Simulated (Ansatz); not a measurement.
Input of an Ansatz 0.2.0 run:

The input input.yaml:

```yaml
crystal:
  lattice:
    - [0.0, 2.9785, 2.9785]
    - [2.9785, 0.0, 2.9785]
    - [2.9785, 2.9785, 0.0]
  atoms:
    - { symbol: Eu, position: [0.0, 0.0, 0.0], spin: 7.0 }
    - { symbol: S, position: [0.5, 0.5, 0.5] }
hamiltonian:
  xc: pbesol
  pseudopotentials: { kind: paw }
  dispersion: d4
magnetization:
  spin_polarized: true
kpoints:
  mp_grid: { grid: [8, 8, 8] }
scf:
  occupations: { method: fermi_dirac, width: 0.05 }
output:
  forces: true
  stress: true
relax:
  f_tol: 0.01
  max_steps: 40
  cell: { stress_tol: 0.05 }
```

Potentials or basis: Ansatz PAW.

Launch:

```console
$ ansatz run input.yaml --threads 2 --pin off --max-ram 5632MiB --backend cpu --events-out ev --progress --plain --runs-dir out
```

Problem. Predict the relaxed cell.

Solution. a = 4.020 Å, b = 4.020 Å, c = 4.020 Å, α = 60.00°, β = 60.00°, γ = 60.00°.

Problem. Predict the relaxed volume.

Solution. 22.96 Å³/atom.

Problem. Estimate the net moment.

Solution. 6.90 μB per cell.

Final structure:
```
Eu S
1.0
     0.00000    2.84225    2.84225
     2.84225    0.00000    2.84225
     2.84225    2.84225    0.00000
Eu S
1 1
Direct
  0.00000 0.00000 0.00000
  0.50000 0.50000 0.50000
```

Caveat: the volume moved by -13 % from the deposited cell, more than functionals usually miss; a cell with one magnetic atom can't hold antiferromagnetic order, which such compounds often take; without U or exact exchange the open f shell lies at the Fermi level, which spoils levels, moments and volumes; the PAW data sets come from PBE, with cores solved anew for the run's functional, which leaves a small shift of forces and pressure. The state reached can hang on the start; a lower one may exist.
